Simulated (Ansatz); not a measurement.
HfC:

```
CELL_PARAMETERS angstrom
0.00000 2.32500 2.32500
2.32500 0.00000 2.32500
2.32500 2.32500 0.00000
ATOMIC_POSITIONS crystal
Hf 0.50000 0.50000 0.50000
C 0.00000 0.00000 0.00000
```

Base run:

| Item | Value |
| --- | --- |
| Program | Ansatz 0.2.0 |
| Functional | revPBE |
| Potentials or basis | all-electron LAPW, scalar-relativistic |
| Cutoff | 302 eV |
| Density cutoff | 1210 eV |
| Basis error allowed | 0.001 eV/atom |
| k mesh | 10 × 10 × 10 |
| Occupations | fermi-dirac, width 0.05 eV |
| Spin | no spin polarisation |

Its results: pressure 3.2 GPa.

Q: The run is repeated on the same cell with these changes: functional from revPBE to BLYP. What comes out?

A: Pressure 7.6 GPa.

Not every run made on this cell is shown here.
